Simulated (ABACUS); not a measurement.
## V: equation of state with SOGGA

The system is V.

```xyz
1
Lattice="-1.5144 1.5144 1.5144 1.5144 -1.5144 1.5144 1.5144 1.5144 -1.5144" Properties=species:S:1:pos:R:3 pbc="T T T"
V     0.0000    0.0000    0.0000
```

```
Program             : ABACUS 3.10.1
Task                : equation of state
Functional          : SOGGA
Potentials or basis : GBRV ultrasoft 1.5 PBE
Cutoff              : 544 eV
Density cutoff      : 4354 eV
Basis               : plane waves
k mesh              : 10 × 10 × 10
Occupations         : fermi-dirac, width 0.05 eV
Spin                : collinear spin, ferromagnetic start
Starting moments    : [2.0] μB
```

```json
{
 "Equilibrium volume": "outside the volumes run"
}
```

Energy against volume, from the lowest point:
| volume (Å³/atom) | energy (meV/atom) |
| --- | --- |
| 13.058 | 0.00 |
| 13.613 | 18.89 |
| 14.169 | 55.88 |
| 14.725 | 118.27 |

All runs of the series together: 17 s on 4 threads of Intel(R) Xeon(R) 6975P-C (Granite Rapids), on a shared host.

Caveat: the potentials were made for another functional, which shifts forces and pressure.
